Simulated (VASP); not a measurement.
Runs of VASP 6.6.1 on LiNbO3. Symmetry: R3c, No. 161, trigonal system. The conventional cell has a = 5.184 Å, b = 5.184 Å, c = 13.991 Å, α = 90.00°, β = 90.00°, γ = 120.00°. Around Li (site symmetry 3) lie 6 O at 2.08 to 2.26 Å. Nb (site symmetry 3) is surrounded by 6 O at 1.88 to 2.15 Å. O (site symmetry 1) has 2 Nb at 1.88 to 2.15 Å and 1 Li at 2.08 Å as nearest neighbours. 

```csv
level,potentials or basis,gap on the mesh (eV),pressure (GPa),relaxed volume (Å³/atom),largest force (eV/Å)
PBE,"VASP PAW PBE potentials, release 64 (Li_sv, Nb_sv, O)",3.54,0.0,10.85,-
r2SCAN,"VASP PAW PBE potentials, release 64 (Li_sv, Nb_sv, O)",4.03,0.0,10.53,-
PBE+D3(BJ),"VASP PAW PBE potentials, release 64 (Li_sv, Nb_sv, O)",3.57,-0.1,10.52,0.01
LDA,"VASP PAW LDA potentials, release 64 (Li_sv, Nb_sv, O)",(b),0.0,(c),0.01
PBEsol,"VASP PAW PBE potentials, release 64 (Li_sv, Nb_sv, O)",(a),0.0,10.49,-
```

Alike in all rows: task relaxation of cell and atoms; no spin polarisation; cell relaxed; k mesh 6 × 6 × 6; cutoff (eV) 600; smearing gaussian 0.03 eV.

Q: Fill in the values left out.

A: (a) 3.49; (b) 3.45; (c) 10.13.

Caveats: the cutoff is under 1.25 times the usual one of these potentials, so pressure, stress and relaxed cells hold a basis-set (Pulay) error; the PAW data sets were made with another functional, which shifts forces and pressure a little (some runs).

A k mesh can miss the band edges, and the runs leave out spin-orbit coupling on Nb.
